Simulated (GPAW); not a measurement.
# ZnS (Wurtzite-2H) (P6_3mc) in GPAW: reference runs

Aim: a first look at ZnS (Wurtzite-2H) with PBEsol, on the cell as given.

Everything below comes from runs of GPAW 26.7.0. Logs are shortened: lines on timing, memory, paths and dates and some standing lists are left out, and cuts for length are marked. The log counts tension as positive stress, the text compression.

**Measured values to compare with.**

A printed reference work, monograph reports, for a bulk crystal of ZnS at 4 K: band gap 3.911 eV (direct).

The results are compared with them further down.

### Step 1. Starting point

Symmetry: P6_3mc, No. 186, hexagonal system. The conventional cell has a = 3.811 Å, b = 3.811 Å, c = 6.234 Å, α = 90.00°, β = 90.00°, γ = 120.00°. Zn (site symmetry 3m) is surrounded by 4 S at 2.31 to 2.40 Å. Around S (site symmetry 3m) lie 4 Zn at 2.31 to 2.40 Å.

### Step 2. Single point, PBEsol

Contents of run.py:

```python
from ase import Atoms
from ase.dft.bandgap import bandgap
from ase.io import write
from ase.units import Bohr, GPa
from gpaw import GPAW, PW, setup_paths
from gpaw.elf import elf_from_dft_calculation

setup_paths.insert(0, '.')

atoms = Atoms(['Zn', 'Zn', 'S', 'S'],
              cell=[[3.811, 0.0, 0.0],
                    [-1.9055, 3.3004228138, 0.0],
                    [0.0, 0.0, 6.234]],
              scaled_positions=[[0.6666666667, 0.3333333333, 0.5],
                                [0.3333333333, 0.6666666667, 0.0],
                                [0.6666666667, 0.3333333333, 0.885],
                                [0.3333333333, 0.6666666667, 0.385]],
              pbc=True)

calc = GPAW(mode=PW(600),
            xc='PBEsol',
            kpts={'size': (8, 8, 5), 'gamma': True},
            occupations={'name': 'fermi-dirac', 'width': 0.05},
            nbands=31,
            convergence={'density': 1e-05, 'energy': 1e-05},
            maxiter=150,
            txt='gpaw.txt')
atoms.calc = calc
energy = atoms.get_potential_energy()
forces = atoms.get_forces()
stress = atoms.get_stress()
calc.write('gs.gpw')
write('result.traj', atoms)
print(f'Energy: {energy:.6f} eV')
print('Forces (eV/A):')
print(forces.round(4))
print('Stress (GPa):', (stress / GPa).round(3))
print('Fermi level:', round(calc.get_fermi_level(), 4), 'eV')
print(f'Gap: {bandgap(calc)[0]:.4f} eV, direct: {bandgap(calc, direct=True)[0]:.4f} eV')

# fields on the real-space grid
write('density.cube', atoms, data=calc.get_pseudo_density() * Bohr**3)
write('potential.cube', atoms, data=calc.get_electrostatic_potential())
write('elf.cube', atoms, data=elf_from_dft_calculation(calc).data)
```

Potentials or basis: PAW data sets generated in the run's folder for this functional, pw.

Launch:

```console
$ gpaw-setup -f PBEsol S Zn
$ OMP_NUM_THREADS=1 python run.py
```

gpaw.txt:

```text
__  _  _
 | _ |_)|_||  |
 |__||  | ||/\| - 26.7.0

Input parameters:
  mode=PW(ecut=600.0),
  convergence={'density': 1e-05, 'energy': 1e-05},
  kpts=MonkhorstPack(size=(8, 8, 5), gamma=True),
  maxiter=150,
  nbands=31,
  occupations=Occupations(name='fermi-dirac', width=0.05),
  xc=XC(name='PBEsol')

Diagonalizing LCAO Hamiltonian
Converting LCAO to pw mode

            S

            Zn
        S

        Zn

Atoms  # Å, Bohr magnetons
|   | symbol |         x |        y |        z |    initial magnetic moments |
|---|--------|-----------|----------|----------|-----------------------------|
| 0 |     Zn |  1.905500 | 1.100141 | 3.117000 | ( 0.0000,  0.0000,  0.0000) |
| 1 |     Zn | -0.000000 | 2.200282 | 0.000000 | ( 0.0000,  0.0000,  0.0000) |
| 2 |      S |  1.905500 | 1.100141 | 5.517090 | ( 0.0000,  0.0000,  0.0000) |
| 3 |      S | -0.000000 | 2.200282 | 2.400090 | ( 0.0000,  0.0000,  0.0000) |

Unit cell  # Å
| periodic |         x |        y |        z |  lengths |     angles |
|----------|-----------|----------|----------|----------|------------|
|      yes |  3.811000 | 0.000000 | 0.000000 | 3.811000 |  90.000000 |
|      yes | -1.905500 | 3.300423 | 0.000000 | 3.811000 |  90.000000 |
|      yes |  0.000000 | 0.000000 | 6.234000 | 6.234000 | 120.000000 |

Number of symmetries: 6
Symmetry operations  # r_c * U_cc + t_c -> r_c
|   | kind |            matrix            |
|---|------|------------------------------|
| 0 |  σ   |  1, 1, 0,  0,-1, 0,  0, 0, 1 |
| 1 |  E   |  1, 0, 0,  0, 1, 0,  0, 0, 1 |
| 2 |  C3  |  0, 1, 0, -1,-1, 0,  0, 0, 1 |
| 3 |  σ   |  0,-1, 0, -1, 0, 0,  0, 0, 1 |
| 4 |  σ   | -1, 0, 0,  1, 1, 0,  0, 0, 1 |
| 5 |  C3  | -1,-1, 0,  1, 0, 0,  0, 0, 1 |

BZ-sampling:
  Number of BZ points: 320
  Number of IBZ points: 40

  Monkhorst-Pack size: [8, 8, 5]
  Monkhorst-Pack shift: [0.0625, 0.0625, 0.0]

K-points  # in reciprocal-cell coordinates
|     |                                coordinates |     weight |
|-----|--------------------------------------------|------------|
|   0 | (  0.00000000,   0.00000000,   0.00000000) | 0.00312500 |
|   1 | (  0.00000000,   0.00000000,   0.20000000) | 0.00625000 |
|   2 | (  0.00000000,   0.00000000,   0.40000000) | 0.00625000 |
|   3 | (  0.12500000,   0.00000000,  -0.40000000) | 0.01875000 |
|   4 | (  0.12500000,   0.00000000,  -0.20000000) | 0.01875000 |
|   5 | (  0.12500000,   0.00000000,   0.00000000) | 0.01875000 |
|   6 | (  0.12500000,   0.00000000,   0.20000000) | 0.01875000 |
|   7 | (  0.12500000,   0.00000000,   0.40000000) | 0.01875000 |
|   8 | (  0.25000000,  -0.12500000,   0.00000000) | 0.01875000 |
|   9 | (  0.25000000,  -0.12500000,   0.20000000) | 0.03750000 |
| ... |                                            |            |
|  39 | (  0.50000000,   0.50000000,   0.40000000) | 0.01875000 |

Plane wave coefficients: 2643
Cutoff: 600.0 eV

Spin-components: 1 (collinear spins)
Bands:           31
Projectors:      22
Spin-degeneracy: 2
Datatype:        complex128

Parallelization:
  kpt:    1
  domain: 1
  band:   1

Density:
  Valence electrons: 36.0
  Components: 1
  Grid points: [24 24 36]
  Charge: 0.0  # |e|

Potential:
  Grid points: [24 24 36]

species:
  Zn:
    name:    Zinc
    Z:       30.0
    valence: 12
    core:    18
    charge:  0.0  # [|e|]
    compensation charges:
      type: gauss
      rc: 0.37  # [Å]
      lmax: 2
    cutoffs:
      filter: 2.14  # [Å]
      core: 2.28  # [Å]
    projectors
    | kind |    occ | energy [eV] | rcut [Å] |
    |------|--------|-------------|----------|
    |   4s |  2.000 |      -5.996 |    1.286 |
    |   4p |  0.000 |      -1.076 |    1.270 |
    |   3d | 10.000 |     -10.170 |    1.180 |
    |    s |        |      21.215 |    1.286 |
    |    p |        |      26.135 |    1.270 |
    |    d |        |      17.041 |    1.180 |

    Using partial waves for Zn as LCAO basis

  S:
    name:    Sulfur
    Z:       16.0
    valence: 6
    core:    10
    charge:  0.0  # [|e|]
    compensation charges:
      type: gauss
      rc: 0.24  # [Å]
      lmax: 2
    cutoffs:
      filter: 1.77  # [Å]
      core: 1.66  # [Å]
    projectors
    | kind |    occ | energy [eV] | rcut [Å] |
    |------|--------|-------------|----------|
    |   3s |  2.000 |     -17.192 |    0.974 |
    |   3p |  4.000 |      -6.978 |    0.979 |
    |    s |        |      10.020 |    0.974 |
    |    p |        |      20.234 |    0.979 |
    |    d |        |       0.000 |    0.900 |

    Using partial waves for S as LCAO basis

Reference energy: -119325.889879  # eV

eigensolver:
  PPCG
  Converge bands: occupied
  niter=2

density mixing:
  MSR1-Mixer
  Pratt-step length: 0.05
  Maximum mixing coefficient: 0.75
  Old densities: 10
  SVD Regularization: 0.005
  Good broyden scale: 1.0
  Trust region scale: 1.0
  Backstep threshold: 4.0
  History deletion threshold: 6.0
  Fourier metric: weight=20.0, sigma=0.015

occupation numbers:
  Fermi-Dirac:
    width: 0.0500  # eV

poisson solver:
  ecut: 4800.0  # eV

xc functional:
  name: PBEsol with 2 nearest neighbor stencil

convergence criteria:
[... 6 lines left out ...]
|iter     | |      energy | eigst |  dens |
|---------|-|-------------|-------|-------|
|iter:   1| |  -15.977070 | +0.11 |       |
|iter:   2| |  -15.822228 | -1.51 | -1.20 |
|iter:   3| |  -15.284333 | -1.40 | -1.25 |
|iter:   4| |  -15.283219 | -2.58 | -1.81 |
|iter:   5| |  -15.285368 | -3.78 | -2.27 |
|iter:   6| |  -15.285397 | -4.73 | -3.20 |
|iter:   7| |  -15.285436c| -5.75 | -3.58 |
|iter:   8| |  -15.285444c| -6.32 | -3.97 |
|iter:   9| |  -15.285444c| -7.25 | -4.45 |
|iter:  10| |  -15.285444c| -8.04c| -5.19c|

Converged in 10 steps
Energy contributions relative to reference atoms: (reference = -119325.889879)

Energy contributions:
  Kinetic:          17.312959
  Coulomb:         -14.552732
  Zero:              0.086440
  External:          0.000000
  Xc:              -18.132111
  Entropy:          -0.000000
  Spinorbit:         0.000000
  ----------------------------
  Free energy:     -15.285444
  Extrapolated:    -15.285444

dipole moment: (0.000000, 0.000000, -7.466457)  # |e|*Ang

Fermi level: 4.667
Eigenvalues  # (at kpt = [0.000, 0.000, 0.000])
| band index |      eig [eV] | occ [0-2] |
|------------|---------------|-----------|
|          0 |        -9.488 |     2.000 |
|        ... |               |           |
|         10 |        -2.116 |     2.000 |
|         11 |        -1.961 |     2.000 |
|         12 |        -1.506 |     2.000 |
|         13 |         2.847 |     2.000 |
|         14 |         2.847 |     2.000 |
|         15 |         3.704 |     2.000 |
[... 8 lines left out ...]
|         24 |        11.214 |     0.000 |
|         25 |        12.852 |     0.000 |
|        ... |               |           |
|         30 |        16.000 |     0.000 |

Gap: 2.105 eV
Transition (v -> c):
  (s=0, k=0, n=17, [0.00, 0.00, 0.00]) -> (s=0, k=0, n=18, [0.00, 0.00, 0.00])
No difference between direct/indirect transitions

Forces  # eV/Ang
|       x |        y |        z |
|---------|----------|----------|
| 0.00000 |  0.00000 |  0.31152 |  # Zn   0
| 0.00000 |  0.00000 |  0.31146 |  # Zn   1
| 0.00000 |  0.00000 | -0.31151 |  # S    2
| 0.00000 | -0.00000 | -0.31151 |  # S    3

Stress tensor  # eV/Ang^3
|         x |        y |         z |
|-----------|----------|-----------|
|  0.004242 | 0.000000 | -0.000000 |
|  0.000000 | 0.004242 |  0.000000 |
| -0.000000 | 0.000000 |  0.015944 |

# Writing to gs.gpw (mode='')
```

Wall time 45 s (1 thread of AMD EPYC 7R43 (Zen 3), shared host); peak memory 0.23 GiB.

What came out:

- Free energy: -15.2854 eV
- Pressure: -1.3 GPa
- Largest force: 0.312 eV/Å
- Band gap on the k mesh: 2.10 eV, direct

Forces on the atoms (eV/Å):
```
Zn   0.000  0.000  0.312
Zn   0.000  0.000  0.311
S    0.000  0.000 -0.312
S    0.000  0.000 -0.312
```

Levels at points of the mesh, in eV from the valence-band top:
```csv
k point,band 15,band 16,band 17,band 18,band 19,band 20,band 21,band 22
"(0.00, 0.00, 0.00)",-0.87,-0.01,-0.01,0.00,2.10,2.87,6.18,6.18
"(0.50, 0.50, 0.00)",-3.20,-2.28,-1.59,-0.99,3.48,4.16,5.03,7.00
```

### Step 3. Comparison with measurements

Step 2. Measured gap of ZnS: 3.911 eV (direct; 4 K; a printed reference work, monograph). This calculation gives 2.10 eV (-1.81 eV). The value is that of PBEsol, without temperature or zero-point motion. Semilocal functionals fall short of measured gaps as a rule.
